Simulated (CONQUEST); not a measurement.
WS2 under changes of volume

One of the cells (49.592 Å³/atom); the others are scaled copies at fixed shape and fractional positions:

```
W S
1.0
     3.18352    0.00000    0.00000
     0.00000    5.51401    0.00000
     0.00000    0.00000   16.95058
W S
2 4
Direct
  0.00000 0.00000 0.00000
  0.50000 0.50000 0.00000
  0.00000 0.66667 0.90800
  0.50000 0.16667 0.90800
  0.00000 0.66667 0.09200
  0.50000 0.16667 0.09200
```

* Program: CONQUEST 1.3
* Functional: PBE
* Potentials or basis: PseudoDojo NC PBE, SZP, grid of 32 × 60 × 160 points
* k mesh: 8 × 5 × 2
* Occupations: fermi-dirac, width 0.05 eV
* Spin: no spin polarisation

```tsv
volume (Å³/atom)	energy over the lowest point (meV/atom)	gap on the mesh (eV)
46.616	107.91	1.86
47.608	?	?
48.600	38.07	1.75
49.592	17.22	1.70
50.583	4.87	1.65
51.575	0.00	1.61
52.567	1.85	1.56
```

Task: What does the run at 47.608 Å³/atom give?

Result: Energy over the lowest point 68.07 meV/atom; gap on the mesh 1.80 eV.

Worked out: A Birch-Murnaghan fit of order 3 (a polynomial in V^(-2/3)) to the other rows has its minimum at 51.78 Å³/atom with B0 = V·E''(V) = 56 GPa and B' = 4.1 at fixed shape and positions, which overstates the stiffness. It gives 67.91 meV/atom at 47.608 Å³/atom, against the run's 68.07. A straight line through the other rows of the gap, of slope -2.48 eV per unit of ln V, gives 1.80 eV, against the run's 1.80.

Energies are extrapolated to zero smearing.

Caveats: the atomic basis is small; spin-orbit coupling is left out, which moves the levels of the heavy elements; the basis of atomic orbitals isn't converged, which shifts pressures, moduli and gaps; the real-space grid is too coarse here: the forces don't sum to zero and aren't listed, and the energy moves when atoms move against the grid (some runs).

A mesh can miss the band edges.
